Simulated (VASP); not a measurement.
# EuS: single point with PBE+U

The system is EuS.

```
CELL_PARAMETERS angstrom
0.00000 2.99323 2.99323
2.99323 0.00000 2.99323
2.99323 2.99323 0.00000
ATOMIC_POSITIONS crystal
Eu 0.50000 0.50000 0.50000
S 0.00000 0.00000 0.00000
```

The cell was built by a generator and isn't the measured one.

| Quantity | Value |
| --- | --- |
| Program | VASP 6.6.1 |
| Task | single point |
| Functional | PBE |
| Potentials or basis | VASP PAW PBE potentials, release 64 (Eu, S) |
| Cutoff | 520 eV |
| k mesh | 8 × 8 × 8 |
| Occupations | gaussian, width 0.02 eV |
| Spin | collinear spin, typed start |
| Starting moments | [7.55, 0.0] μB |
| Hubbard terms | Eu f U = 6.0 eV |

```yaml
Pressure: 0.2 GPa
Band_gap_on_the_k_mesh: 0.50 eV, indirect (least direct gap 0.77 eV)
Net_moment: 7.00 μB per cell
Site_moments: Eu +6.72; S -0.06 μB
Valence_electrons_inside_the_program's_atomic_spheres: Eu 14.88; S 3.76
```

Levels at points of the mesh, in eV from the valence-band top:
Spin up:
```csv
k point,band 12,band 13,band 14,band 15,band 16,band 17,band 18,band 19
"(0.00, 0.00, 0.00)",-0.56,0.00,0.00,0.00,2.01,2.40,2.40,2.40
"(0.50, 0.00, 0.00)",-0.59,-0.59,-0.56,-0.56,4.10,4.52,5.00,5.00
"(0.50, 0.50, 0.00)",-0.61,-0.58,-0.27,-0.27,0.50,4.42,4.42,5.81
```
Spin down:
| k point | band 5 | band 6 | band 7 | band 8 | band 9 | band 10 | band 11 | band 12 |
| --- | --- | --- | --- | --- | --- | --- | --- | --- |
| (0.00, 0.00, 0.00) | -12.33 | -1.46 | -1.46 | -1.46 | 2.44 | 3.05 | 3.05 | 3.05 |
| (0.50, 0.00, 0.00) | -11.34 | -4.00 | -2.60 | -2.60 | 4.26 | 5.20 | 5.98 | 5.98 |
| (0.50, 0.50, 0.00) | -12.00 | -2.62 | -1.82 | -1.82 | 1.01 | 5.02 | 5.26 | 6.74 |

Eigenvalues of the final occupation matrices:
```csv
site,spin,trace,eigenvalues
site 1 f,1,6.83,0.97 0.97 0.97 0.98 0.98 0.98 0.98
site 1 f,2,0.01,0.00 0.00 0.00 0.00 0.00 0.00 0.00
```

It took 35 s on 1 thread of Intel(R) Xeon(R) 6975P-C (Granite Rapids) (shared host), peak memory 0.24 GiB.

Caveat: spin-orbit coupling is left out, which moves the levels of the heavy elements; a cell with one magnetic atom can't hold antiferromagnetic order, which such compounds often take. A k mesh can miss the band edges.
